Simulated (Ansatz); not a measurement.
**How settings move the G0W0 gap of KBr (CsCl type)**

KBr in the CsCl-type structure, relaxed with r2SCAN; one-shot G0W0 in Ansatz without spin-orbit coupling. These are computed values for a spin-unpolarised cell that may be hypothetical; none is a measurement.

```cif
data_structure
_symmetry_space_group_name_H-M 'P 1'
_symmetry_Int_Tables_number 1
_cell_length_a 3.9763
_cell_length_b 3.9763
_cell_length_c 3.9763
_cell_angle_alpha 90.000
_cell_angle_beta 90.000
_cell_angle_gamma 90.000
_cell_volume 62.87
loop_
_atom_site_label
_atom_site_type_symbol
_atom_site_fract_x
_atom_site_fract_y
_atom_site_fract_z
_atom_site_occupancy
K1 K 0.00000 0.00000 0.00000 1
Br1 Br 0.50000 0.50000 0.50000 1
```

Gaps are read over the mesh points alone. G0W0 here is at a finite number of bands, screening cutoff and k mesh, not at the basis limit.
```tsv
start	potentials	frequency model	mesh	empty bands	screening cutoff (eV)	Kohn-Sham gap (eV)	G0W0 gap (eV)	rough cost
r2SCAN	PAW	contour deformation	4×4×4	102	80	4.76	6.51	25 core-seconds
r2SCAN	PAW	contour deformation	4×4×4	236	140	4.76	6.72	90 core-seconds
r2SCAN	PAW	contour deformation	4×4×4	434	210	4.76	6.80	5 core-minutes
HSE06	PAW	contour deformation	4×4×4	236	140	5.19	6.93	4 core-minutes
LDA	PAW	contour deformation	4×4×4	236	140	3.62	6.17	80 core-seconds
PBE	PAW	contour deformation	4×4×4	236	140	4.02	6.37	70 core-seconds
r2SCAN	PAW	Godby-Needs pole	4×4×4	236	140	4.76	6.70	2.1 core-minutes
r2SCAN	PAW	contour deformation	6×6×6	102	80	4.77	6.50	110 core-seconds
r2SCAN	norm-conserving	contour deformation	4×4×4	236	140	4.77	6.66	3 core-minutes
```

G0W0 moves the gap on the mesh from 4.76 eV (r2SCAN) to 6.80 eV (M to Γ). Renormalisation factors Z lie between 0.81 and 0.86.

Raising bands and cutoff together moves the gap by +0.21 eV (80 to 140 eV), then +0.08 eV (140 to 210 eV); the last step is still large, so the basis limit isn't reached. Starting from HSE06 (5.19 eV against r2SCAN's 4.76 eV) gives 6.93 eV, +0.21 eV from G0W0@r2SCAN at the same screening cutoff. Starting from LDA (3.62 eV against r2SCAN's 4.76 eV) gives 6.17 eV, -0.55 eV from G0W0@r2SCAN at the same screening cutoff. Starting from PBE (4.02 eV against r2SCAN's 4.76 eV) gives 6.37 eV, -0.35 eV from G0W0@r2SCAN at the same screening cutoff. The Godby-Needs plasmon pole differs from contour deformation by -0.02 eV. A 6×6×6 mesh in place of 4×4×4 changes the opening over r2SCAN by -0.02 eV (the gap on the mesh by -0.01 eV). Norm-conserving potentials (wave cutoff 1240 eV against 500 eV) shift the quasiparticle gap by -0.06 eV and the r2SCAN gap by +0.01 eV. r2SCAN runs take a wave cutoff of 500 eV.
